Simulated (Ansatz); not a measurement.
**Stack of Hf2COF MXene under Hf2NOS MXene, upper layer turned by 180° in a perpendicular field**

Aim: how the stack of Hf2COF MXene under Hf2NOS MXene, upper layer turned by 180° screens a field along its normal, and what the field does to its bands. A positive field points along +c.

Main program and level: Ansatz 0.2.0; plane-wave DFT, LDA, Ansatz PAW, in the first sound run; inputs show where later runs differ.

Report form: the programs' logs are mostly left out.

**1. Set-up**

The cell holds 10 atoms: 1 F, 4 Hf, 1 C, 2 O, 1 S and 1 N. Cell: a = 3.253 Å, b = 3.253 Å, c = 57.758 Å, α = 90.0°, β = 90.0°, γ = 120.0°. Regions: layer 1: Hf2COF MXene, 5 atoms (1 F, 2 Hf, 1 C and 1 O); layer 2: Hf2NOS MXene, 5 atoms (1 S, 2 Hf, 1 N and 1 O). Vacuum lies along c.

**2. Relaxing the slab**

The starting cell is a guess, so the in-plane lattice and the atoms are relaxed first, with the slab cut off from its images along the normal.

input.yaml

```yaml
crystal:
  lattice:
    - [3.25325, 0.0, 0.0]
    - [-1.626625, 2.8173971449, 0.0]
    - [0.0, 0.0, 57.7583406479]
  atoms:
    - { symbol: F, position: [0.3333333333, 0.6666666667, 0.3843600725] }
    - { symbol: Hf, position: [0.6666666667, 0.3333333333, 0.4016318538], spin: 1.0 }
    - { symbol: C, position: [0.0, 0.0, 0.4241005009] }
    - { symbol: Hf, position: [0.3333333333, 0.6666666667, 0.4465691481], spin: 1.0 }
    - { symbol: O, position: [0.6666666667, 0.3333333333, 0.4669769647] }
    - { symbol: S, position: [0.0, 0.0, 0.5180518392] }
    - { symbol: Hf, position: [0.6666666667, 0.3333333333, 0.5501629581], spin: 1.0 }
    - { symbol: "N", position: [0.3333333333, 0.6666666667, 0.5721431564] }
    - { symbol: Hf, position: [0.0, 0.0, 0.5941233547], spin: 1.0 }
    - { symbol: O, position: [0.6666666667, 0.3333333333, 0.6156399275] }
  periodic: [true, true, false]
magnetization:
  spin_polarized: true
kpoints:
  mp_grid: { grid: [12, 12, 1] }
hamiltonian:
  xc: lda
scf:
  occupations: { method: fermi_dirac, width: 0.05 }
  convergence: { dr2_threshold: 1.0e-09 }
relax:
  f_tol: 0.004
  max_steps: 90
  cell: {}
output:
  write_potential: true
  write_density: true
  volumetric_format: npy
```

Started as:

```sh
$ ansatz run input.yaml --threads 4 --pin off --max-ram 12288MiB --backend cpu --events-out ev --progress --plain --runs-dir out
```

The job ended after 9.9 min (4 threads of Intel Xeon Platinum 8375C at 2.90GHz (Ice Lake), shared host; peak memory 2.3 GiB; 39 min of CPU time).

The steps of the relaxation:

```
step  energy less that of the first step (eV)  largest force component (eV/Å)  volume (Å³)
   1                                   0.0000                          4.1013       529.40
   2                                  -1.9218                          1.2807       521.52
   3                                  -1.9737                          0.9529       523.50
   4                                  -2.0553                          0.1230       521.08
   5                                  -2.0764                          0.2102       518.03
   6                                  -2.0738                          0.1607       519.36
   7                                  -2.0824                          0.0774       520.43
   8                                  -2.0839                          0.0245       520.06
   9                                  -2.0840                          0.0105       520.01
  10                                  -2.0840                          0.0017       519.98
 11*                                  -2.0762                          0.0014       519.98
  12                                  -2.0765                          0.0036       519.73
 13*                                  -2.0762                          0.0036       519.73
```

Relaxation steps marked * repeat the geometry before them on a plane-wave basis chosen anew for their cell, so energy and pressure can jump there. Relaxation step 6 was tried and not accepted.

The run keeps the 6 symmetry operations that it works with, so distortions that break them were not tested.

```
cell as run  before  after  change
      a (Å)   3.253  3.223  -0.9 %
      b (Å)   3.253  3.223  -0.9 %
```

The atoms that moved most (Å, along periodic axes as changes of fractional coordinates times the final cell, across vacuum about the mean position):

```
atom     dx     dy      dz  length
 O10  0.000  0.000  -0.544   0.544
 Hf2  0.000  0.000   0.407   0.407
 Hf4  0.000  0.000   0.387   0.387
 Hf7  0.000  0.000  -0.297   0.297
  C3  0.000  0.000   0.295   0.295
 Hf9  0.000  0.000  -0.243   0.243
  N8  0.000  0.000  -0.240   0.240
  O5  0.000  0.000   0.142   0.142
```

Numbers from this step:

```yaml
energy_at_zero_smearing: -65312.1506 eV
```

The lattice constant a goes from 3.253 to 3.223 Å.

**3. Single point, field 0, start network**

A sawtooth potential applies the field, turning back in the middle of the vacuum. With the dipole correction the typed value is the field outside the slab. The induced dipole is small, so the SCF threshold is tight.

The cell differs from the one that the last finished run ended in (c 57.758 → 30.688 Å).

input.yaml

```yaml
crystal:
  lattice:
    - [3.2234171652, 0.0, 0.0]
    - [-1.6117085826, 2.791561152, 0.0]
    - [0.0, 0.0, 30.6878961854]
  atoms:
    - { symbol: F, position: [0.3333333333, 0.6666666667, 0.2932752361] }
    - { symbol: Hf, position: [0.6666666667, 0.3333333333, 0.3349131758] }
    - { symbol: C, position: [0.0, 0.0, 0.3735450736] }
    - { symbol: Hf, position: [0.3333333333, 0.6666666667, 0.4188432326] }
    - { symbol: O, position: [0.6666666667, 0.3333333333, 0.4492793372] }
    - { symbol: S, position: [0.0, 0.0, 0.5396611424] }
    - { symbol: Hf, position: [0.6666666667, 0.3333333333, 0.5915118465] }
    - { symbol: "N", position: [0.3333333333, 0.6666666667, 0.634756229] }
    - { symbol: Hf, position: [0.0, 0.0, 0.6760221777] }
    - { symbol: O, position: [0.6666666667, 0.3333333333, 0.7067247639] }
kpoints:
  mp_grid: { grid: [18, 18, 1] }
  band_path:
    path: [[0, 0, 0], [0.5, 0, 0], [0.33333333, 0.33333333, 0], [0, 0, 0]]
    npoints: 16
hamiltonian:
  xc: lda
scf:
  occupations: { method: fermi_dirac, width: 0.05 }
  convergence: { dr2_threshold: 1.0e-10 }
efield:
  axis: 3
  dipole_correction: true
  ramp_position: 0.97
  ramp_width: 0.06
  amplitude: 0
output:
  dos: { projected: true, e_range: [-6, 5] }
  bader: true
  write_potential: true
  write_density: true
  volumetric_format: npy
  elf: true
```

Run time: 55 s. Hardware: 4 threads; peak memory 1.5 GiB.

Numbers from this step:

```yaml
energy_at_zero_smearing: -65312.1611 eV
work_function_upper_face: 4.788 eV
work_function_lower_face: 3.365 eV
dipole_along_the_normal: -0.07079 e·Å
step_between_the_vacuum_levels: 1.424 eV
```

Running mean over a fixed 2.7 Å (it still follows the layers) of the planar mean; the ramp of the sawtooth is left out. Table of electron's electrostatic potential energy less the Fermi level by z:

```
z (Å)  electron's electrostatic potential energy less the Fermi level (eV)
    4                                                                 3.36
    5                                                                 3.36
    6                                                                 3.36
    7                                                                 3.20
    8                                                                0.155
    9                                                                -5.52
   10                                                                -10.3
   11                                                                -10.5
   12                                                                -10.5
   13                                                                -9.57
   14                                                                -4.73
   15                                                               0.0885
   16                                                                -1.50
   17                                                                -7.40
   18                                                                -9.62
   19                                                                -10.4
   20                                                                -11.0
   21                                                                -10.1
   22                                                                -4.55
   23                                                                 2.25
   24                                                                 4.70
   25                                                                 4.79
   26                                                                 4.79
   27                                                                 4.79
```

The density of states has structure finer than the step of the table below, so its rows give means over 0.2 eV, whole bins alone (the curve runs from -6 to 1.99 eV). Peaks (eV: height): -5.37: 15.7, -5.31: 15.3, -4.95: 11.4, -4.70: 20.8, -4.37: 11.8, -4.02: 19.9, -2.75: 14.1.

The density of states by energy, zero at the Fermi level; means over each step:

energy (eV), density of states (states/eV a cell) and a bar:
```
     -5.8        6.0 #################
     -5.6        4.0 ##########
     -5.4       10.4 ##############################
     -5.2        5.9 ################
     -5.0        9.4 ###########################
     -4.8        3.9 ##########
     -4.6        8.4 ########################
     -4.4        9.1 ##########################
     -4.2        7.0 ####################
     -4.0        5.9 ################
     -3.8        2.6 ######
     -3.6        6.2 #################
     -3.4        3.9 ##########
     -3.2        4.4 ############
     -3.0        5.9 ################
     -2.8        8.7 #########################
     -2.6        3.3 ########
     -2.4        2.1 ####
     -2.2        1.5 ###
     -2.0        1.6 ###
     -1.8        2.0 ####
     -1.6        1.6 ###
     -1.4        1.0 #
     -1.2        0.7 
     -1.0        1.1 #
     -0.8        0.9 #
     -0.6        2.1 #####
     -0.4        2.4 #####
     -0.2        2.4 #####
      0.0        2.7 ######
      0.2        3.4 ########
      0.4        2.9 #######
      0.6        1.7 ###
      0.8        2.3 #####
      1.0        3.6 #########
      1.2        2.9 #######
      1.4        2.7 ######
      1.6        3.7 #########
      1.8        4.1 ###########
```

Projected DOS per atom over height of the atomic layer and energy from the Fermi level. Layers: F Hf C Hf O S Hf N Hf O from below.

Ten even steps from '0' (0.00 states/eV) to '9' (3.04 states/eV), each cell a mean:
```
0301002030
0301001010
0301001010
0201001010
0201001010
0201001010
0201001000
0000001000
0000010000
0000020000
0000041000
0000030000
0120040000
0251361100
0131220000
0241220000
0110121202
0131222516
0010211316
0013921102
0012612523
0012400225
```
Columns: height of the atomic layer (Å) from 9 to 21.7 (not evenly spaced); rows upwards: energy from the Fermi level (eV) from -5.96 to 1.96.

Electronic bands along the path, in eV, zero at the Fermi level:

```
  point  band 65  band 66  band 67  band 68  band 69  band 70  band 71  band 72
      Γ    -2.35    -2.35    -0.85    -0.85     0.68     0.75     0.75     0.87
halfway    -3.05    -2.73    -2.47    -1.49    -0.51    -0.28     1.44     1.86
      M    -3.68    -2.75    -2.70    -1.68    -1.14    -0.67     1.80     2.45
halfway    -3.68    -3.31    -3.04    -2.50    -0.08     0.03     2.31     2.35
      K    -3.75    -3.69    -3.23    -2.94     0.94     1.34     1.56     1.85
halfway    -3.27    -2.97    -2.76    -1.99     0.37     0.49     0.53     0.73
      Γ    -2.35    -2.35    -0.85    -0.85     0.68     0.75     0.75     0.87
```

Electrostatic potential energy in the ca plane at fractional y = 0.667, with atoms of F and Hf and N within 0.2 Å of it. With pseudopotentials it is smooth inside the atoms' cores, unlike the true potential.

Ten even steps from '0' (-33 eV) to '9' (11 eV), each cell a mean:
```
99999999999999999876556788888889999997777655
99999999999999999876456788888899999997777645
99999999999999999887667888766789999998888766
99999999999999996468788886311368999999998888
99999999999999970017889884000047999999999988
99999999999999970006889974000037999999999988
99999999999999995358888886200258999999999888
99999999999999999887677888655689999998888767
```
Columns run along c (16.0 Å, from fractional 0.09 to 0.61 of the cell; values clipped at the 3rd and 97th percentile), rows up along a (3.2 Å). Atoms in or near the plane, at fractional coordinates: F at (0.29, 0.33), Hf at (0.42, 0.33).

Valence density in the ca plane at fractional y = 0.667, with atoms of F and Hf and N within 0.2 Å of it. It is the smooth field of the valence electrons, not physical close to the nuclei.

Ten steps, logarithmic in the rise over the least value, from '0' (0 e/Å³) to '9' (25 e/Å³), each cell a mean:
```
00000012332221111121000012222232111123322100
00000012332222111221000012222332111123322100
00001111222211222211000011221222122112211100
00024431111112576420000001111111234321110000
00136753101114799730000000000012355421000000
00147863101114799730000000000012355431000000
00024542111112577520000000111111244321100000
00001111111111233211000011111111122222211000
```
Columns run along c (16.0 Å, from fractional 0.23 to 0.76 of the cell), rows up along a (3.2 Å). Atoms in or near the plane, at fractional coordinates: F at (0.29, 0.33), Hf at (0.42, 0.33), N at (0.63, 0.33).

ELF in the ca plane at fractional y = 0.667, with atoms of F and Hf and N within 0.2 Å of it. It is the smooth field of the valence electrons, not physical close to the nuclei.

Ten even steps from '0' (0.00) to '9' (0.84), each cell a mean:
```
36751037999623311221222466310000000000000000
46751038999633321211222466410000000000000000
23431025788522213652111344200000000000000000
63110002344321258997311111000000000000000000
96100000001112488469731000000000000000000000
97200000001112488369731000000000000000000000
84100001233321269897411110000000000000000000
22331015777521124763111343100000000000000000
```
Columns run along c (16.0 Å, from fractional 0.43 to 0.95 of the cell), rows up along a (3.2 Å). Atoms in or near the plane, at fractional coordinates: N at (0.63, 0.33).

The work function of the upper face is 4.79 eV.

**4. Atoms held, field 0.1 V/Å**

input.yaml, as its differences from that of step 3:

```diff
@@ -29,8 +29,6 @@
   dipole_correction: true
-  ramp_position: 0.97
-  ramp_width: 0.06
-  amplitude: 0
+  ramp_position: 0.9514
+  ramp_width: 0.105
+  amplitude: 0.1
 output:
-  dos: { projected: true, e_range: [-6, 5] }
-  bader: true
   write_potential: true
@@ -38,2 +36 @@
   volumetric_format: npy
-  elf: true
```

It took 39 s on 4 threads; peak memory 1.4 GiB.

The dipole is -0.00412 e·Å, 0.0667 e·Å from its value without field.

**5. Single point, field -0.1 V/Å**

input.yaml, as its differences from that of step 4:

```diff
@@ -31,3 +31,3 @@
   ramp_width: 0.105
-  amplitude: 0.1
+  amplitude: -0.1
 output:
```

The job ended after 37 s (4 threads; peak memory 1.4 GiB; 2.4 min of CPU time).

The dipole is -0.137 e·Å, -0.0667 e·Å from its value without field.

**6. Single point, field 0.5 V/Å**

input.yaml, as its differences from that of step 5:

```diff
@@ -29,5 +29,5 @@
   dipole_correction: true
-  ramp_position: 0.9514
-  ramp_width: 0.105
-  amplitude: -0.1
+  ramp_position: 0.8981
+  ramp_width: 0.2115
+  amplitude: 0.5
 output:
```

It took 42 s on 4 threads; peak memory 1.4 GiB.

The dipole is 0.263 e·Å, 0.334 e·Å from its value without field.

**7. Single point, field -0.3 V/Å**

input.yaml, as its differences from that of step 6:

```diff
@@ -29,6 +29,8 @@
   dipole_correction: true
-  ramp_position: 0.8981
-  ramp_width: 0.2115
-  amplitude: 0.5
+  ramp_position: 0.949
+  ramp_width: 0.1097
+  amplitude: -0.3
 output:
+  dos: { projected: true, e_range: [-6, 5] }
+  bader: true
   write_potential: true
@@ -36 +38,2 @@
   volumetric_format: npy
+  elf: true
```

Wall time 58 s (4 threads); peak memory 1.5 GiB.

The dipole is -0.271 e·Å, -0.200 e·Å from its value without field.

**8. Response, atoms held**

This step: plane-wave DFT, LDA, Ansatz PAW; response to a field along the normal, atoms held (Ansatz 0.2.0).

The dipoles give the slope, and the difference of two potentials shows where the field is screened.

Numbers from this step:

| Item | Value |
| --- | --- |
| equivalent conductor thickness p/(ε₀AE) | 13.41 Å |
| distance between the outer atoms | 12.69 Å |

Dipole of the cell against applied field:

```
applied field (V/Å)  dipole of the cell (e·Å)
             -0.300                    -0.271
             -0.100                    -0.137
              0.000                   -0.0708
              0.100                  -0.00412
              0.500                     0.263
```

Local field over the applied field, running mean. From the potentials at -0.1 and 0.1 V/Å; running mean over 2.5 Å. The local field over applied field by z:

```
z (Å)  local field over applied field
    5                           1.000
    6                           0.995
    7                           0.947
    8                           0.739
    9                           0.426
   10                           0.160
   11                          0.0353
   12                        -0.00301
   13                        -0.00476
   14                        -0.00866
   15                        -0.00997
   16                        -0.00583
   17                          3.5e-5
   18                          2.5e-4
   19                          0.0146
   20                          0.0463
   21                           0.149
   22                           0.414
   23                           0.750
   24                           0.956
   25                           0.996
   26                           1.000
```

The induced electron density oscillates, so the rows of the table below give means over windows of 1 Å about each position, cut where the curve ends. Its maxima inside the range that stand out by 2 % of the span (Å: e/Å³ per V/Å): 8.4: 0.00315, 9.1: 0.00228, 10.2: 0.00118, 11.1: 4.5e-4, 14.3: 9.1e-5, 17.6: 4.5e-5, 18.8: 1.6e-4, 20.6: 1.5e-4, 21.7: -0.00157. Its minima: 8.8: 0.00169, 9.8: 7.7e-4, 10.7: 3.0e-4, 11.9: -2.2e-4, 15.8: -1.1e-4, 18.2: -1.0e-4, 20.0: -5.9e-4, 21.5: -0.00195, 22.3: -0.00353.

Electrons, planar mean, per unit field. The induced electron density by z; means over each step:

z (Å), induced electron density (e/Å³ per V/Å) and a bar from the least value:
```
        5    0.00000 #################
        6    0.00002 #################
        7    0.00028 ##################
        8    0.00204 ##############################
        9    0.00198 ##############################
       10    0.00093 #######################
       11    0.00037 ###################
       12   -0.00011 ################
       13    0.00004 #################
       14    0.00004 #################
       15    0.00000 ################
       16   -0.00007 ################
       17    0.00000 ################
       18   -0.00002 ################
       19   -0.00005 ################
       20   -0.00037 ##############
       21   -0.00050 #############
       22   -0.00249 
       23   -0.00182 ####
       24   -0.00024 ###############
       25   -0.00002 ################
       26    0.00000 ################
```

By hand: between -0.1 and 0.1 V/Å the dipole changes by 0.1333 e·Å, a slope of 0.6667 e·Å²/V. A perfect conductor of thickness t has p = ε₀AEt, so t = 180.95 × 0.6667 / 8.998 = 13.41 Å (e/ε₀ = 180.95 V·Å, A in Å²).

The induced dipole is that of a conductor 13.41 Å thick.

(Part 1 of 2 ends here.)

[Logs are printed without paths, hosts, clocks, repeated set-up lines and the standing remarks that a program may print on its own settings, such as how far it seeks lower states.]

[Hosts, paths, dates, database ids (printed as entryN), source tags and the programs' standing remarks are cut or masked in the printed files.]

[Maps of the electrostatic potential energy from Ansatz leave out the sawtooth potential of an applied field or a dipole correction, so their vacuum need not be flat; planar profiles and work functions include it.]

[The density of states shown here was stored with 400 of the rows of the run's finer table, so its peaks can read low, often by over a quarter, or be missed, and its means over a window can be off by a tenth or more.]
